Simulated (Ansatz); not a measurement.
SiO2: changing the functional

```
Si O
1.0
     0.00000    4.71626    7.36278
     2.35958    0.00000    7.36278
     2.35958    4.71626    0.00000
Si O
4 8
Direct
  0.93677 0.93677 0.56323
  0.68677 0.68677 0.31323
  0.31323 0.31323 0.68677
  0.56323 0.56323 0.93677
  0.06344 0.43656 0.06344
  0.43656 0.06344 0.43656
  0.81344 0.18656 0.81344
  0.18656 0.81344 0.18656
  0.12500 0.62500 0.62500
  0.62500 0.62500 0.62500
  0.62500 0.62500 0.12500
  0.62500 0.12500 0.62500
```

The cell comes from a database or a generator and needn't be the stable form of this composition.

Kept alike: task band structure; k mesh 7 × 7 × 7; occupations fermi-dirac, width 0.05 eV; no spin polarisation. Program: Ansatz, Ansatz PAW. Cutoffs run from 420 to 500 eV. The mesh is that of the run's cell of 12 atoms. No spin-orbit coupling.

| functional | band gap (eV) | pressure (GPa) |
| --- | --- | --- |
| LDA | 5.529 | -1.72 |
| PBEsol | 5.693 | 2.45 |
| r2SCAN | 6.394 | 0.08 |

Pressure is positive in compression, with a Pulay correction for the finite cutoff. Gaps are the smaller of the mesh's and the band path's. All rows use potentials made for PBE.

Problem. What does the functional change here?

Solution. The band gap runs from 5.529 (LDA) to 6.394 eV (r2SCAN). The pressure runs from -1.72 (LDA) to 2.45 GPa (PBEsol). A positive pressure means that the functional's own cell is larger than the one given, a negative one that it is smaller.

All three functionals describe a wide-gap insulator, with r2SCAN opening the gap most and LDA and PBEsol lying close together. Since the geometry is the same throughout, the spread is an electronic effect and not a result of different relaxed cells. In tetrahedral silica the valence edge consists of O 2p lone pairs and the conduction edge of delocalised, antibonding Si–O states. The orbital dependence of r2SCAN probably separates these edges further by recovering part of the derivative discontinuity. Even so, every gap is well below those known for common silica polymorphs, as expected of semilocal band energies.

The pressures follow a different order: LDA favours contraction, in line with its usual overbinding, PBEsol favours expansion, and r2SCAN is nearly balanced at this volume. Because corner-sharing tetrahedra can tilt at little energy cost, even modest pressures could change the volume noticeably through the Si–O–Si angles. The near-zero r2SCAN pressure doesn't establish that the internal coordinates are relaxed or that this framework is stable.
